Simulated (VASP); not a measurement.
# Ca (Im-3m) in VASP: settings compared

One crystal, Ca, is run at these levels: PBE, r2SCAN, RPBE+D3, HSEsol; tasks: single point, relaxation of cell and atoms.

All numbers are computed with VASP 6.6.1; they aren't measurements. Logs are shortened: lines on timing, memory, paths and dates and some standing lists are left out, and cuts for length are marked.

## (1) The structure

It takes space group Im-3m (No. 229, cubic). Conventional cell: a = 4.480 Å, b = 4.480 Å, c = 4.480 Å, α = 90.00°, β = 90.00°, γ = 90.00°. Ca (site symmetry m-3m) has 8 Ca at 3.88 Å as nearest neighbours.

This isn't the form of Ca at room conditions, which is fcc.

## (2) Single point, PBE

The input, INCAR:

```
PREC     = Accurate       # precision mode
ENCUT    = 500            # plane-wave cutoff, eV
EDIFF    = 1E-7           # SCF threshold, eV
ISMEAR   = 0              # smearing method
SIGMA    = 0.05           # smearing width, eV
LREAL    = F              # projectors in reciprocal space
LASPH    = T              # aspherical terms in the spheres
NELM     = 100            # most SCF steps
ALGO     = Normal         # electronic algorithm
ISIF     = 2              # what is computed and relaxed
LWAVE    = F              # write WAVECAR
LCHARG   = T              # write CHGCAR
GGA      = PE             # functional
LELF     = T              # ELF
LVHAR    = T
```

The input, KPOINTS:

```
Automatic mesh
0
Gamma
  8 8 8
```

The input, POSCAR:

```
Ca
1.0
   -2.2400000000      2.2400000000      2.2400000000
    2.2400000000     -2.2400000000      2.2400000000
    2.2400000000      2.2400000000     -2.2400000000
Ca
1
Direct
    0.0000000000      0.0000000000      0.0000000000
```

Potentials or basis: VASP PAW PBE potentials, release 64 (Ca_pv).

Started as:

```console
> cat potpaw_PBE.64/Ca_pv/POTCAR > POTCAR
> mpirun -np 1 vasp_std > vasp.out
```

OUTCAR:

```text
PREC = Accurate
   ENCUT = 500
   EDIFF = 1E-7
   ISMEAR = 0
   LREAL = F
   LASPH = T
   NELM = 100
   ISIF = 2
   GGA = PE

 ion  position               nearest neighbor table
   1  0.000  0.000  0.000-

  LATTYP: Found a body centered cubic cell.
 ALAT       =     4.4800000000

  Lattice vectors:

 A1 = (  -2.2400000000,   2.2400000000,   2.2400000000)
 A2 = (   2.2400000000,  -2.2400000000,   2.2400000000)
 A3 = (   2.2400000000,   2.2400000000,  -2.2400000000)

Analysis of symmetry for initial positions (statically):
=====================================================================
 Subroutine PRICEL returns:
 Original cell was already a primitive cell.

 Routine SETGRP: Setting up the symmetry group for a
 body centered cubic supercell.

 Subroutine GETGRP returns: Found 48 space group operations
 (whereof 48 operations were pure point group operations)
 out of a pool of 48 trial point group operations.

The static configuration has the point symmetry O_h .

Analysis of symmetry for dynamics (positions and initial velocities):
=====================================================================
 Subroutine PRICEL returns:
 Original cell was already a primitive cell.

 Routine SETGRP: Setting up the symmetry group for a
 body centered cubic supercell.

 Subroutine GETGRP returns: Found 48 space group operations
 (whereof 48 operations were pure point group operations)
 out of a pool of 48 trial point group operations.

The dynamic configuration has the point symmetry O_h .

 Subroutine INISYM returns: Found 48 space group operations
 (whereof 48 operations are pure point group operations),
 and found     1 'primitive' translations

----------------------------------------------------------------------------------------

                                     Primitive cell

  volume of cell :      44.9577

  direct lattice vectors                    reciprocal lattice vectors
    -2.240000000  2.240000000  2.240000000     0.000000000  0.223214286  0.223214286
     2.240000000 -2.240000000  2.240000000     0.223214286  0.000000000  0.223214286
     2.240000000  2.240000000 -2.240000000     0.223214286  0.223214286  0.000000000

  length of vectors
     3.879793809  3.879793809  3.879793809     0.315672670  0.315672670  0.315672670

  position of ions in fractional coordinates (direct lattice)
     0.000000000  0.000000000  0.000000000

  ion indices of the primitive-cell ions
   primitive index   ion index
                 1           1

----------------------------------------------------------------------------------------

 KPOINTS: Automatic mesh

Automatic generation of k-mesh.
 Grid dimensions read from file:
 generate k-points for:    8    8    8

 Generating k-lattice:

  Cartesian coordinates                     Fractional coordinates (reciprocal lattice)
     0.000000000  0.027901786  0.027901786     0.125000000  0.000000000  0.000000000
     0.027901786  0.000000000  0.027901786     0.000000000  0.125000000  0.000000000
     0.027901786  0.027901786  0.000000000     0.000000000  0.000000000  0.125000000

  Length of vectors
     0.039459084  0.039459084  0.039459084

  Shift w.r.t. Gamma in fractional coordinates (k-lattice)
     0.000000000  0.000000000  0.000000000

 Subroutine IBZKPT returns following result:
 ===========================================

 Found     29 irreducible k-points:

 Following reciprocal coordinates:
            Coordinates               Weight
  0.000000  0.000000  0.000000      1.000000
  0.125000  0.000000  0.000000     12.000000
  0.250000  0.000000  0.000000     12.000000
  0.375000  0.000000  0.000000     12.000000
  0.500000  0.000000  0.000000      6.000000
  0.125000  0.125000  0.000000     24.000000
[... 21 lines left out ...]
  0.500000  0.500000  0.375000     12.000000
  0.500000  0.500000  0.500000      1.000000
   k-points           NKPTS =     29   k-points in BZ     NKDIM =     29   number of bands    NBANDS=      8
   number of dos      NEDOS =    301   number of ions     NIONS =      1
   total plane-waves  NPLWV =  21952
   dimension x,y,z NGX =    28 NGY =   28 NGZ =   28
   dimension x,y,z NGXF=    56 NGYF=   56 NGZF=   56
   ions per type =               1
   NGX,Y,Z   is equivalent  to a cutoff of  12.00, 12.00, 12.00 a.u.
   NGXF,Y,Z  is equivalent  to a cutoff of  24.00, 24.00, 24.00 a.u.
 SYSTEM =  unknown system
   PREC   = accura    normal or accurate (medium, high low for compatibility)
   ISTART =      0    job   : 0-new  1-cont  2-samecut
   ICHARG =      2    charge: 1-file 2-atom 10-const
   ISPIN  =      1    spin polarized calculation?
   LNONCOLLINEAR =      F non collinear calculations
   LSORBIT =      F    spin-orbit coupling
   LASPH  =      T    aspherical Exc in radial PAW
   ENCUT  =  500.0 eV  36.75 Ry    6.06 a.u.   7.07  7.07  7.07*2*pi/ulx,y,z
   NELM   =    100;   NELMIN=  2; NELMDL= -5     # of ELM steps
   EDIFF  = 0.1E-06   stopping-criterion for ELM
   LREAL  =      F    real-space projection
   EDIFFG = 0.1E-05   stopping-criterion for IOM
   NSW    =      0    number of steps for IOM
   IBRION =     -1    ionic relax: 0-MD 1-quasi-New 2-CG
   NFREE  =      0    steps in history (QN), initial steepest desc. (CG)
   ISIF   =      2    stress and relaxation
   ISYM   =      2    0-nonsym 1-usesym 2-fastsym
   POTIM  = 0.5000    time-step for ionic-motion
   TEBEG  =    0.0;   TEEND  =   0.0 temperature during run
   PSTRESS=    0.0 pullay stress
   NELECT =       8.0000    total number of electrons
   NUPDOWN=      -1.0000    fix difference up-down
   EMIN   =  10.00;   EMAX   =-10.00  energy-range for DOS
   EFERMI =   0.00;   METHOD = LEGACY
   ISMEAR =     0;   SIGMA  =   0.05  broadening in eV -4-tet -1-fermi 0-gaus
   EFERMI_NEDOS =   21; number of points for ismear=-14 and -15
   IALGO  =     38    algorithm
   IMIX   =      4    mixing-type and parameters
     AMIX     =   0.40;   BMIX     =  1.00
     AMIX_MAG =   1.60;   BMIX_MAG =  1.00
  volume/ion in A,a.u.               =      44.96       303.39
  Fermi-wavevector in a.u.,A,eV,Ry     =   0.920810  1.740079 11.536264  0.847892
  Thomas-Fermi vector in A             =   2.046157
   LORBIT       =      0    0 simple, 1 ext, 2 COOP (PROOUT), +10 PAW based schemes
   GGA     = PE    functional components
   LHFCALC =     F    Hartree Fock is set to
   AEXX    =    0.0000 exact exchange contribution
   IVDW    =     0    specifies the selected vdW correction
   LEPSILON=     F    determine dielectric tensor
   LRPA    =     F    only Hartree local field effects (RPA)
 non-spin polarized calculation
 Gauss-broadening in eV      SIGMA  =   0.05
  energy-cutoff  :      500.00
  volume of cell :       44.96
 maximum number of plane-waves:      1165
   NGX = 15   NGY = 15   NGZ = 15

 number of electron       8.0000002 magnetization

 Free energy of the ion-electron system (eV)
  ---------------------------------------------------
  ext. energy  EPLUGINS =         0.00000000
  ---------------------------------------------------
  free energy    TOTEN  =        -1.89376628 eV

  energy without entropy =       -1.89123841  energy(sigma->0) =       -1.89250234

 E-fermi :   1.9674     XC(G=0):  -7.5067

 val. band max:        1.9496164509   @ k =   0.5000   0.5000   0.2500
 cond. band min:       1.9748243323   @ k =   0.5000   0.5000   0.2500
 fundamental gap:      0.0252078814
 Fermi energy:         1.9674029366

 k-point     1 :       0.0000    0.0000    0.0000
  band No.  band energies     occupation
      1     -21.1321      2.00000
      2     -21.1321      2.00000
      3     -21.1321      2.00000
      4      -1.9664      2.00000
      5       4.1982      0.00000
      6       4.1982      0.00000
      7       4.1982      0.00000
      8       5.1892      0.00000

 k-point     2 :       0.1250    0.0000    0.0000
  band No.  band energies     occupation
      1     -21.1486      2.00000
      2     -21.1377      2.00000
      3     -21.1321      2.00000
      4      -1.7005      2.00000
      5       4.0437      0.00000
      6       4.0728      0.00000
      7       4.3940      0.00000
      8       5.0403      0.00000

 k-point     3 :       0.2500    0.0000    0.0000
  band No.  band energies     occupation
      1     -21.1881      2.00000
      2     -21.1511      2.00000
      3     -21.1319      2.00000
      4      -0.9415      2.00000
      5       3.5025      0.00000
      6       3.7096      0.00000
      7       4.9448      0.00000
      8       5.0151      0.00000

 k-point     4 :       0.3750    0.0000    0.0000
  band No.  band energies     occupation
      1     -21.2271      2.00000
      2     -21.1645      2.00000
      3     -21.1318      2.00000
      4       0.1754      2.00000
      5       2.6648      0.00000
      6       3.4171      0.00000
      7       5.0999      0.00000
      8       5.3639      0.00000

 k-point     5 :       0.5000    0.0000    0.0000
  band No.  band energies     occupation
      1     -21.2431      2.00000
      2     -21.1701      2.00000
      3     -21.1318      2.00000
      4       1.1203      2.00000
      5       1.9047      1.92371
      6       3.3055      0.00000
      7       5.0813      0.00000
      8       5.4367      0.00000

 k-point     6 :       0.1250    0.1250    0.0000
  band No.  band energies     occupation
      1     -21.1758      2.00000
      2     -21.1440      2.00000
      3     -21.1360      2.00000
      4      -1.1869      2.00000
      5       3.7276      0.00000
      6       3.7933      0.00000
      7       4.7748      0.00000
      8       4.9022      0.00000

 k-point     7 :       0.2500    0.1250    0.0000
  band No.  band energies     occupation
      1     -21.2107      2.00000
      2     -21.1600      2.00000
      3     -21.1375      2.00000
      4      -0.2371      2.00000
      5       3.0727      0.00000
      6       3.4554      0.00000
      7       4.9676      0.00000
      8       5.3732      0.00000
[... 188 lines left out ...]
 k-point    25 :       0.5000    0.5000    0.2500
  band No.  band energies     occupation
      1     -21.2281      2.00000
      2     -21.1916      2.00000
      3     -21.1727      2.00000
      4       1.9496      1.38509
      5       1.9748      0.83374
      6       3.9994      0.00000
      7       4.0784      0.00000
      8       5.6372      0.00000

 k-point    26 :      -0.3750    0.5000    0.2500
  band No.  band energies     occupation
      1     -21.2194      2.00000
      2     -21.2044      2.00000
      3     -21.1785      2.00000
      4       1.8068      1.99999
      5       2.3427      0.00000
      6       3.6572      0.00000
      7       4.7779      0.00000
      8       5.2240      0.00000

 k-point    27 :      -0.3750    0.3750    0.3750
  band No.  band energies     occupation
      1     -21.2096      2.00000
      2     -21.2007      2.00000
      3     -21.2007      2.00000
      4       1.6397      2.00000
      5       2.4557      0.00000
      6       4.5859      0.00000
      7       4.5859      0.00000
      8       4.9338      0.00000

 k-point    28 :       0.5000    0.5000    0.3750
  band No.  band energies     occupation
      1     -21.2175      2.00000
      2     -21.2068      2.00000
      3     -21.2013      2.00000
      4       2.0618      0.00757
      5       2.1735      0.00000
      6       4.5456      0.00000
      7       4.7910      0.00000
      8       5.6793      0.00000

 k-point    29 :       0.5000    0.5000    0.5000
  band No.  band energies     occupation
      1     -21.2131      2.00000
      2     -21.2131      2.00000
      3     -21.2131      2.00000
      4       2.1090      0.00006
      5       2.1090      0.00006
      6       5.6621      0.00000
      7       5.6621      0.00000
      8       5.6621      0.00000

------------------------ aborting loop because EDIFF is reached ----------------------------------------

  FORCE on cell =-STRESS in cart. coord.  units (eV):
  Direction    XX          YY          ZZ          XY          YZ          ZX
  --------------------------------------------------------------------------------------
  -------------------------------------------------------------------------------------
  Total       -0.2759807     -0.2759807     -0.2759807      0.0000000      0.0000000     -0.0000000
  in kB       -9.8352468     -9.8352468     -9.8352468      0.0000000      0.0000000     -0.0000000
  external PRESSURE =      -9.8352468 kB  Pullay stress =       0.0000000 kB

 VOLUME and BASIS-vectors are now :
 -----------------------------------------------------------------------------
  energy-cutoff  :      500.00
  volume of cell :       44.96
      direct lattice vectors                 reciprocal lattice vectors
    -2.240000000  2.240000000  2.240000000     0.000000000  0.223214286  0.223214286
     2.240000000 -2.240000000  2.240000000     0.223214286  0.000000000  0.223214286
     2.240000000  2.240000000 -2.240000000     0.223214286  0.223214286  0.000000000

 POSITION                                       TOTAL-FORCE (eV/Angst)
 -----------------------------------------------------------------------------------
      0.00000      0.00000      0.00000        -0.000000      0.000000     -0.000000
 -----------------------------------------------------------------------------------
    total drift:                               -0.000000     -0.000000     -0.000000

  FREE ENERGIE OF THE ION-ELECTRON SYSTEM (eV)
  ---------------------------------------------------
  free  energy   TOTEN  =        -1.8937662794 eV

  energy  without entropy=       -1.8912384103  energy(sigma->0) =       -1.89250234
```

Wall time 11 s (1 thread of Intel Xeon Platinum 8488C (Sapphire Rapids), shared host); peak memory 0.15 GiB.

What came out:

```yaml
Free_energy: -1.8938 eV
Pressure: -1.0 GPa
Band_gap_on_the_k_mesh: none (metal or under the smearing width)
```

## (3) Single point, PBE

The input, run.py:

```python
from ase.calculators.vasp import Vasp
from ase.dft.bandgap import bandgap
from ase.io import read

atoms = read('Ca.cif')
calc = Vasp(
    directory='calc',
    xc='pbe',
    pp='PBE',
    setups='minimal',
    prec='Accurate',
    encut=500,
    ediff=1e-07,
    ismear=0,
    sigma=0.05,
    lreal=False,
    lasph=True,
    nelm=60,
    algo='Fast',
    isif=2,
    lwave=False,
    lcharg=False,
    kpts=[8, 8, 8],
    gamma=True,
    nbands=10,
)
atoms.calc = calc

print('energy (eV):', atoms.get_potential_energy())
print('free energy (eV):', atoms.get_potential_energy(force_consistent=True))
print('forces (eV/A):')
print(atoms.get_forces())
print('stress (eV/A^3, Voigt):', atoms.get_stress())
print('Fermi level (eV):', calc.get_fermi_level())
gap, top, bottom = bandgap(calc)
print('band gap (eV):', gap, 'from (spin, k, band)', top, 'to', bottom)
```

The input, Ca.cif:

```cif
data_Ca
_cell_length_a 3.87979381
_cell_length_b 3.87979381
_cell_length_c 3.87979381
_cell_angle_alpha 109.47122063
_cell_angle_beta 109.47122063
_cell_angle_gamma 109.47122063
_space_group_name_H-M_alt 'P1'
_space_group_name_Hall 'P 1'
_space_group_IT_number 1
loop_
_space_group_symop_operation_xyz
'x,y,z'
loop_
_atom_site_label
_atom_site_type_symbol
_atom_site_symmetry_multiplicity
_atom_site_Wyckoff_symbol
_atom_site_fract_x
_atom_site_fract_y
_atom_site_fract_z
_atom_site_occupancy
Ca1 Ca 1 a 0.0000000000 0.0000000000 0.0000000000 1
```

Potentials or basis: VASP PAW PBE potentials, release 64 (Ca_pv).

Started as:

```console
> python run.py
```

It took 19 s on 1 thread of Intel Xeon Platinum 8488C (Sapphire Rapids), shared host; peak memory 0.15 GiB.

Results (log left out):

- Free energy: -1.8938 eV
- Pressure: -1.0 GPa
- Band gap on the k mesh: none (metal or under the smearing width)

Levels at points of the mesh, in eV from the Fermi level:
```csv
k point,band 1,band 2,band 3,band 4,band 5,band 6,band 7,band 8,band 9
"(0.00, 0.00, 0.00)",-23.10,-23.10,-23.10,-3.93,2.23,2.23,2.23,3.22,3.22
"(0.50, 0.00, 0.00)",-23.21,-23.14,-23.10,-0.85,-0.06,1.34,3.11,3.47,4.17
"(0.50, 0.50, 0.50)",-23.18,-23.18,-23.18,0.14,0.14,3.69,3.69,3.69,3.96
```

[end of part 1 of 2]
